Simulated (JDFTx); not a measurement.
**Zr under changes of volume**

One of the cells (23.281 Å³/atom); the others are scaled copies at fixed shape and fractional positions:

```
CELL_PARAMETERS angstrom
3.23200 0.00000 0.00000
-1.61600 2.79899 0.00000
0.00000 0.00000 5.14700
ATOMIC_POSITIONS crystal
Zr 0.66667 0.33333 0.75000
Zr 0.33333 0.66667 0.25000
```

| Property | Result |
| --- | --- |
| Program | JDFTx 1.7.0 (patched build) |
| Functional | LDA |
| Potentials or basis | PseudoDojo-SR-LDA-0.4.1-standard with smoothed tails |
| Cutoff | 952 eV |
| Density cutoff | 7619 eV |
| k mesh | 9 × 9 × 5 |
| Occupations | fermi-dirac, width 0.05 eV |
| Spin | no spin polarisation |

```csv
volume (Å³/atom),energy over the lowest point (meV/atom),pressure (GPa)
21.884,0.00,-0.2
22.350,?,?
22.815,13.18,-4.2
23.281,28.02,-6.0
23.746,47.75,-7.6
24.212,71.95,-9.1
24.678,100.25,-10.4
```

Problem. What does the run at 22.350 Å³/atom give?

Solution. Energy over the lowest point 3.66 meV/atom; pressure -2.3 GPa.

Worked out: A Birch-Murnaghan fit of order 3 (a polynomial in V^(-2/3)) to the other rows has its minimum at 21.84 Å³/atom, just outside them, with B0 = V·E''(V) = 104 GPa and B' = 3.2 at fixed shape and positions, which overstates the stiffness. It gives 3.67 meV/atom at 22.350 Å³/atom, against the run's 3.66, and -dE/dV = -2.3 GPa, against -2.3.

Energies are extrapolated to zero smearing.
